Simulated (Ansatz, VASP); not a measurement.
# Two plane-wave programs on Os

The input INCAR:

```
PREC = Accurate
ENCUT = 520
EDIFF = 1E-6
ISMEAR = 0
SIGMA = 0.012
LREAL = False
LASPH = True
NELM = 60
ALGO = Normal
ISIF = 2
LWAVE = False
LCHARG = True
GGA = PE
LELF = True
LVHAR = True
NBANDS = 15
```

File KPOINTS:

```
Automatic mesh
0
Gamma
  11 11 6
```

Contents of POSCAR:

```
Os
1.0
    2.7341000000      0.0000000000      0.0000000000
   -1.3670500000      2.3678000565      0.0000000000
    0.0000000000      0.0000000000      4.3197000000
Os
2
Direct
    0.6666666667      0.3333333333      0.7500000000
    0.3333333333      0.6666666667      0.2500000000
```

File input.yaml:

```yaml
crystal:
  lattice:
    - [2.7341, 0.0, 0.0]
    - [-1.36705, 2.3678000565, 0.0]
    - [0.0, 0.0, 4.3197]
  atoms:
    - { symbol: Os, position: [0.6666666667, 0.3333333333, 0.75] }
    - { symbol: Os, position: [0.3333333333, 0.6666666667, 0.25] }
hamiltonian:
  xc: pbe
  pseudopotentials: { kind: paw }
kpoints:
  mp_grid: { grid: [11, 11, 6] }
scf:
  occupations: { method: gaussian, width: 0.012 }
output:
  forces: true
  stress: true
  eigenvalues: true
```

Alike in both runs: task single point; functional PBE; k mesh 11 × 11 × 6; occupations gaussian, width 0.012 eV; no spin polarisation.

|  | VASP | Ansatz |
| --- | --- | --- |
| version | VASP 6.6.1 | Ansatz 0.2.0 |
| potentials or method | VASP PAW PBE potentials, release 64 (Os) | Ansatz PAW |
| plane-wave cutoff (eV) | 520 | 420 |
| valence electrons in the cell | 16 | 32 |

```csv
,VASP,Ansatz,Ansatz less VASP
gap on the k mesh at the Fermi level (eV),none,none,-
pressure (GPa),8.8,8.8,-0.03
largest component of the traceless stress (GPa),0.19,0.21,+0.023
```

A gap of «none» marks a metal or a gap that the smearing closes. With one functional, cell and mesh, what is left measures potentials, basis and numerics. The two sets of potentials don't hold the same shells in valence.

Spin-orbit coupling is left out, which matters for the levels of Os.
